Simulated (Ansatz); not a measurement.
Results of PBEsol (Ansatz, an electronic-structure program, plane waves, PAW) for rutile GeO2.

Run with plane-wave cutoff 520 eV, 8×8×12 k mesh (along the axes of the cell as run), Fermi–Dirac smearing 0.01 eV, scalar-relativistic PAW data made under PBE.

Equation-of-state points:

```
V (Å³/atom)  E − E_lowest (meV/atom)
-----------  -----------------------
9.048                          11.46
9.236                           2.74
9.425                           0.00
9.613                           2.49
9.802                           9.49
```

**Question.** Estimate the bulk modulus and its pressure derivative from these points.

**Answer.** V0 = 9.425 Å³/atom, B0 = 221 GPa, B′ = 6.1 (fit to the energies at full precision).

Shape and atoms are relaxed at each volume.

Measured, for comparison: bulk modulus 251 GPa (room temperature, not corrected to a static lattice, from measured elastic constants; as tabulated in Sevik and Bulutay (2007), arXiv:cond-mat/0610176). Computed (rounded) less measured: bulk modulus -12 %.

Note: the bulk modulus comes from volumes at which shape and atoms were relaxed.

The computed numbers hold no vibrational or temperature effects.
